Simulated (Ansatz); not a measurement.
**Ir: straining the crystal, biaxial strain in the a-b plane**

The task here is to estimate one member of a computed series from the others.

Program: Ansatz 0.2.0. Level of theory: DFT PBEsol, scalar-relativistic, plane waves, PAW. These are calculated values, not measurements.

2 further runs of the same task are left out: 2 set aside as unsound or not needed.

### The system as given

The structure is cubic, space group Fm-3m (No. 225). Conventional cell: a = 3.830 Å, b = 3.830 Å, c = 3.830 Å, α = 90.00°, β = 90.00°, γ = 90.00°. Around Ir (site symmetry m-3m) lie 12 Ir at 2.71 Å.

Structure file:

```cif
data_structure
_symmetry_space_group_name_H-M 'Fm-3m'
_symmetry_Int_Tables_number 225
_cell_length_a 3.8301
_cell_length_b 3.8301
_cell_length_c 3.8301
_cell_angle_alpha 90.000
_cell_angle_beta 90.000
_cell_angle_gamma 90.000
_cell_volume 56.19
loop_
_atom_site_label
_atom_site_type_symbol
_atom_site_symmetry_multiplicity
_atom_site_Wyckoff_symbol
_atom_site_fract_x
_atom_site_fract_y
_atom_site_fract_z
_atom_site_occupancy
Ir1 Ir 4 a 0.00000 0.00000 0.00000 1
```

It goes back to an entry of the Materials Project.

The unstrained cell was computed beforehand with the same settings: E(σ→0) = -23598.0718 eV for 2 atoms, gap none (metal).

The first run:

input.yaml

```yaml
crystal:
  lattice:
    - [1.8959206462, 1.8959206462, 0.0]
    - [-1.8959206462, 1.8959206462, 0.0]
    - [0.0, 0.0, 3.8531235759]
  atoms:
    - { symbol: Ir, position: [0.0, 0.0, 0.0] }
    - { symbol: Ir, position: [0.5, 0.5, 0.5] }
basis:
  ecutwfc: 420
kpoints:
  mp_grid: { grid: [20, 20, 14] }
hamiltonian:
  xc: pbesol
scf:
  occupations: { method: gaussian, width: 0.1 }
output:
  forces: true
  stress: true
  eigenvalues: true
relax:
  adjacent_minimum: "off"
  f_tol: 0.008
  max_steps: 40
  cell: { stress_tol: 0.015, fix: [a, b, gamma] }
```

Started as:

```
$ ansatz run input.yaml --threads 1 --pin off --max-ram 2560MiB --backend cpu --events-out ev --progress --plain --runs-dir out
```

Among the steps run: At -1.0 %; The cell strained by +1.0 %; Strain -2.0 %; The cell strained by +2.0 %; The cell strained by -3.0 %; Strain +3.0 %.

One table of the session follows, with a row left open; its other results are not shown here.

Lengths are those of the vectors of the cell that was run; stresses in GPa:

| strain (%) | ΔE (meV/atom) | a (Å) | b (Å) | c (Å) |
| --- | --- | --- | --- | --- |
| -3.0 | 60.7 | 2.627 | 2.627 | 3.926 |
| -2.0 | 26.1 | 2.654 | 2.654 | 3.893 |
| -1.0 | ? | ? | ? | ? |
| +0.0 | 0.0 | 2.708 | 2.708 | 3.830 |
| +1.0 | 6.2 | 2.735 | 2.735 | 3.801 |
| +2.0 | 23.5 | 2.762 | 2.762 | 3.771 |
| +3.0 | 50.8 | 2.790 | 2.790 | 3.742 |

Estimate the missing values for strain (%) = -1.0.

Worked estimate for «ΔE (meV/atom)». A straight line through the neighbours (-2.0, 26.1) and (0.0, 0.0) gives 26.1 + (0.0 − 26.1) × (-1.0 + 2.0) / (0.0 + 2.0) = 13.1; a parabola fitted to 4 rows on both sides gives 6.3.

As computed: ΔE (meV/atom): 6.3; a (Å): 2.681; b (Å): 2.681; c (Å): 3.861. In «ΔE (meV/atom)» the line misses by +6.8 and the parabola by 0.0.

ΔE is over the unstrained cell. Stress in GPa, positive in compression, on the Cartesian axes of the input. 
